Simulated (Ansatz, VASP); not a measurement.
**Cs in VASP and in Ansatz**

The input INCAR:

```
SYSTEM = Cs
PREC = Accurate
ENCUT = 520
EDIFF = 1E-6
ISMEAR = 0
SIGMA = 0.15
LREAL = .FALSE.
LASPH = .TRUE.
NELM = 60
ALGO = Fast
ISIF = 2
LWAVE = .FALSE.
LCHARG = .FALSE.
GGA = PE
NBANDS = 10
```

KPOINTS

```
regular mesh
0
G
  12 12 12
  0 0 0
```

The input POSCAR:

```
Cs
1.0
   -3.0980625000      3.0980625000      3.1736250000
    3.0980625000     -3.0980625000      3.1736250000
    3.0980625000      3.0980625000     -3.1736250000
Cs
1
Direct
    0.0000000000      0.0000000000      0.0000000000
```

Input for Ansatz:

```yaml
crystal:
  lattice:
    - [-3.0980625, 3.0980625, 3.173625]
    - [3.0980625, -3.0980625, 3.173625]
    - [3.0980625, 3.0980625, -3.173625]
  atoms:
    - { symbol: Cs, position: [0.0, 0.0, 0.0] }
basis:
  ecutwfc: 420
kpoints:
  mp_grid: { grid: [12, 12, 12] }
hamiltonian:
  xc: pbe
scf:
  occupations: { method: gaussian, width: 0.15 }
output:
  forces: true
  stress: true
  eigenvalues: true
```

Change from the starting cell: strain +0.025 along x and y, +0.050 along z, atoms carried along.

Alike in both runs: task single point; functional PBE; k mesh 12 × 12 × 12; occupations gaussian, width 0.15 eV; no spin polarisation.

|  | VASP | Ansatz |
| --- | --- | --- |
| version | VASP 6.6.1 | Ansatz 0.2.0 |
| potentials or method | VASP PAW PBE potentials, release 64 (Cs_sv) | scalar-relativistic, plane waves, PAW |
| plane-wave cutoff (eV) | 520 | 420 |
| valence electrons in the cell | 9 | 9 |

|  | VASP | Ansatz | Ansatz less VASP |
| --- | --- | --- | --- |
| gap on the k mesh at the Fermi level (eV) | none | none | - |
| pressure (GPa) | -0.1 | -0.1 | +0.01 |

A gap of «none» marks a metal or a gap that the smearing closes.

Spin-orbit coupling is left out, which matters for the levels of Cs.
